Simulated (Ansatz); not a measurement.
Cu2ZnSnS4 built on the kesterite prototype was relaxed with 4 functionals in Ansatz 0.2.0, cell and atoms free, the symmetry of the start kept (meshes: PBE 6×6×6, r2SCAN 6×6×6, PBEsol 6×6×6, LDA 6×6×6). Note: simulated data, non-magnetic, for a generated structure that need not be the stable one.

The PBE result:
```yaml
crystal:
  lattice:
    - [-2.73424, 2.73424, 5.46767]
    - [2.73424, -2.73424, 5.46767]
    - [2.73424, 2.73424, -5.46767]
  atoms:
    - { symbol: Cu, position: [0.00000, 0.00000, 0.00000] }
    - { symbol: Cu, position: [0.75000, 0.25000, 0.50000] }
    - { symbol: Zn, position: [0.25000, 0.75000, 0.50000] }
    - { symbol: Sn, position: [0.50000, 0.50000, 0.00000] }
    - { symbol: S, position: [0.10427, 0.62887, 0.99191] }
    - { symbol: S, position: [0.37113, 0.36304, 0.47540] }
    - { symbol: S, position: [0.63696, 0.11236, 0.00809] }
    - { symbol: S, position: [0.88764, 0.89573, 0.52460] }
```

It is tetragonal, I-4 (No. 82); a = 5.468 Å, c = 10.935 Å in the conventional setting, 20.44 Å³ an atom. Cu has 4 S at 2.32 Å; Zn has 4 S at 2.37 Å; Sn has 4 S at 2.47 Å; S has 2 Cu at 2.32 Å and 1 Zn at 2.37 Å and 1 Sn at 2.47 Å.

(1) Order the functionals by the relaxed volume, smallest first.
A. PBE
B. PBEsol
C. r2SCAN
D. LDA

(2) What lattice does r2SCAN give?

(3) How does the cell change with PBEsol?

(4) Held at the r2SCAN cell, what mean stress do LDA and PBE find, and does its sign point to their own minimum?

Results:

(1) D (18.81 Å³/atom), B (19.41 Å³/atom), C (19.83 Å³/atom), A (20.44 Å³/atom).

(2) a = 5.414 Å, c = 10.823 Å; the volume differs by -3.0 % from PBE's. Around Cu lie 4 S at 2.30 Å; around Zn lie 4 S at 2.34 Å (further sites aren't listed).

(3) a = 5.374 Å, c = 10.751 Å; the volume differs by -5.0 % from PBE's. Cu is surrounded by 4 S at 2.27 Å; Zn is surrounded by 4 S at 2.33 Å (further sites aren't listed).

(4) Yes. LDA -3.90 GPa, and its relaxed volume is -5.1 % from r2SCAN's; PBE +2.35 GPa, and its relaxed volume is +3.1 % from r2SCAN's. Compression counts positive, so a positive stress asks for a larger cell.
